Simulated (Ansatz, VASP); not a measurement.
## One calculation of AlN, two programs

```
Al N
1.0
     3.35490    0.00000    0.00000
    -1.67745    2.90543    0.00000
     0.00000    0.00000    4.18759
Al N
2 2
Cartesian
  0.0000 1.9370 3.1407
  1.6775 0.9685 1.0469
  0.0000 1.9370 1.0469
  1.6775 0.9685 3.1407
```

Alike in both runs: task single point; functional PBE; k mesh 9 × 9 × 6; occupations gaussian, width 0.05 eV; no spin polarisation.

|  | VASP | Ansatz |
| --- | --- | --- |
| version | VASP 6.6.1 | Ansatz 0.2.0 |
| potentials or method | VASP PAW PBE potentials, release 64 (Al, N) | scalar-relativistic, plane waves, PAW |
| plane-wave cutoff (eV) | 520 | 520 |
| valence electrons in the cell | 16 | 16 |

```csv
,VASP,Ansatz,Ansatz less VASP
gap on the k mesh at the Fermi level (eV),3.11,3.11,-0.007
least direct gap on the mesh (eV),3.11,3.11,-0.007
pressure (GPa),-5.3,-5.2,+0.17
largest component of the traceless stress (GPa),2.00,1.89,-0.105
```

PBE gaps usually lie below the measured ones, often by a third to a half.
